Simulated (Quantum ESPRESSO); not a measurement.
Runs of Quantum ESPRESSO 7.5 on FeO. The structure is trigonal, space group R-3m (No. 166). Conventional cell: a = 3.035 Å, b = 3.035 Å, c = 7.547 Å, α = 90.00°, β = 90.00°, γ = 120.00°. Fe (site symmetry -3m) has 6 O at 2.16 Å as nearest neighbours. Around O (site symmetry -3m) lie 6 Fe at 2.16 Å. 

| task | spin | U | fixed moment (μB) | magnetic state asked for | moments locked | dos occupations | mixing mode | other keys | gap on the mesh (eV) | pressure (GPa) | moment (μB) |
| --- | --- | --- | --- | --- | --- | --- | --- | --- | --- | --- | --- |
| single point | collinear, ferromagnetic start | Fe d U = 5 eV, J = 0.5 eV | 4.0 | fm | total | - | - | - | - | (b) | 4.00 |
| projected density of states | off | Fe d U = 5 eV, J = 0.5 eV | - | nm | none | tetrahedra_opt | - | - | 2.00 | -25.2 | - |
| single point | collinear, ferromagnetic start | Fe d U = 5 eV, J = 0.5 eV | - | free | none | - | - | - | none | 2.9 | 4.07 |
| single point | collinear, ferromagnetic start | Fe d U = 0.001 eV, J = 0.5 eV | - | free | none | - | TF | mixing_mode = TF | none | (a) | 4.07 |
| single point | collinear, zero start | Fe d U = 5 eV, J = 0.5 eV | - | nm_spin | none | - | - | - | 2.00 | -25.2 | 0.00 |
| single point | collinear, ferromagnetic start | Fe d U = 7 eV, J = 0.5 eV | - | free | none | - | - | - | none | 5.6 | 4.07 |

Alike in all rows: level PBEsol+U; potentials or basis GBRV 1.5 PBEsol; cell as given; k mesh 3 × 3 × 3; cutoff (eV) 612; smearing gaussian 0.05 eV; the mesh is coarse, so values aren't converged.

**Question.** Estimate the missing entries.

**Answer.** (a) -5.5; (b) 1.8.

Caveats: all runs use coarse meshes; a cell with one magnetic atom can't hold antiferromagnetic order, which such compounds often take (some runs); an odd mesh through Γ misses points on the zone boundary, where band edges often lie (some runs); the total moment is fixed, so each spin has its own Fermi level (some runs).

A gap of «none» marks a metal or a gap under the smearing width.
